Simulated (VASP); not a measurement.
KI: electric field gradients with r2SCAN

**What was measured.**

From a printed reference work, monograph, for a bulk crystal of KI: band gap 6.32 eV.

KI:

```
K I
1.0
     0.00000    3.53277    3.53277
     3.53277    0.00000    3.53277
     3.53277    3.53277    0.00000
K I
1 1
Direct
  0.00000 0.00000 0.00000
  0.50000 0.50000 0.50000
```

```json
{
 "Program": "VASP 6.6.1",
 "Task": "electric field gradients",
 "Functional": "r2SCAN",
 "Potentials or basis": "VASP PAW PBE potentials, release 64 (K_sv, I)",
 "Cutoff": "440 eV",
 "k mesh": "7 × 7 × 7",
 "Occupations": "fermi-dirac, width 0.02 eV",
 "Spin": "no spin polarisation",
 "Dipole correction": "no",
 "Further INCAR settings": "ALGO = Normal; EDIFF = 1e-08; NBANDS = 15"
}
```

| Quantity | Value |
| --- | --- |
| Pressure | 0.2 GPa |
| Band gap on the k mesh | 4.61 eV |
| Largest electric field gradient by atom | zero within the noise of the run |

Levels at points of the mesh, in eV from the valence-band top:
```tsv
k point	band 5	band 6	band 7	band 8	band 9	band 10	band 11	band 12
(0.00, 0.00, 0.00)	-10.81	0.00	0.00	0.00	4.61	7.05	7.05	7.05
```

Wall time 2.9 min on 1 thread of Intel Xeon 8259CL (shared host), peak memory 0.22 GiB.

A measured gap of KI is 6.32 eV (a printed reference work, monograph); the calculated 4.61 eV misses it by -1.71 eV. Spin-orbit coupling on I is left out. The value is that of r2SCAN on a finite k mesh, which can miss the band edges, without temperature or zero-point motion.

Caveat: the PAW data sets were made with another functional, which shifts forces and pressure a little; spin-orbit coupling is left out, which moves the levels of the heavy elements; an odd mesh through Γ misses points on the zone boundary, where band edges can lie.
